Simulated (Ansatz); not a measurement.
Set up this calculation in Ansatz 0.2.0, as the native input.

| Property | Result |
| --- | --- |
| Task | relaxation of cell and atoms |
| Functional | PBEsol |
| Potentials or basis | Ansatz PAW |
| Cutoff | 420 eV (not typed: the program's choice for these potentials) |
| k mesh | 8 × 8 × 4 |
| Occupations | fermi-dirac, width 0.05 eV |
| Spin | no spin polarisation |
| Target pressure | 5 GPa |
| Target pressure (GPa) | 5 |

Ge:

```
Ge
1.0
     3.99759    0.00000    0.00000
    -1.99879    3.46201    0.00000
     0.00000    0.00000    6.59938
Ge
4
Direct
  0.33333 0.66667 0.93710
  0.66667 0.33333 0.43710
  0.33333 0.66667 0.56290
  0.66667 0.33333 0.06290
```

This isn't the form of Ge at room conditions, which is diamond.

These files were run (other wordings do the same):

input.yaml

```yaml
crystal:
  lattice:
    - [3.9975858431, 0.0, 0.0]
    - [-1.9987929216, 3.462010894, 0.0]
    - [0.0, 0.0, 6.59937795]
  atoms:
    - { symbol: Ge, position: [0.3333333333, 0.6666666667, 0.93709875] }
    - { symbol: Ge, position: [0.6666666667, 0.3333333333, 0.43709875] }
    - { symbol: Ge, position: [0.3333333333, 0.6666666667, 0.56290125] }
    - { symbol: Ge, position: [0.6666666667, 0.3333333333, 0.06290125] }
hamiltonian:
  xc: pbesol
  pseudopotentials: { kind: paw }
kpoints:
  mp_grid: { grid: [8, 8, 4] }
scf:
  occupations: { method: fermi_dirac, width: 0.05 }
output:
  forces: true
  stress: true
  eigenvalues: true
relax:
  f_tol: 0.01
  max_steps: 40
  cell: { stress_tol: 0.05, p_target: 5.0 }
```

Potentials or basis: Ansatz PAW.

The run is started by

```console
$ ansatz run input.yaml --threads 2 --pin off --max-ram 5632MiB --backend cpu --events-out ev --progress --plain --runs-dir out
```

Results of the run:

* Relaxed volume: 21.40 Å³/atom
* Relaxed cell: a = 3.914 Å, b = 3.914 Å, c = 6.453 Å, α = 90.00°, β = 90.00°, γ = 120.00°
* Space group after relaxing (to 0.05 Å): P6_3/mmc (No. 194)
* Energy change on relaxing (the enthalpy is what falls): +20.6 meV/atom
* Ionic steps: 5
* Pressure after relaxing: 5.0 GPa
* Band gap on the k mesh: none (metal or under the smearing width)

Caveat: the plane-wave basis is chosen anew once the cell has moved, so the energies of steps on either side of that aren't comparable; the PAW data sets come from PBE, with cores solved anew for the run's functional, which leaves a small shift of forces and pressure.

Wall time 29 s on 2 threads of Intel(R) Xeon(R) Platinum 8175M CPU @ 2.50GHz (Skylake/Cascade Lake), with other jobs on the host, peak memory 0.45 GiB.
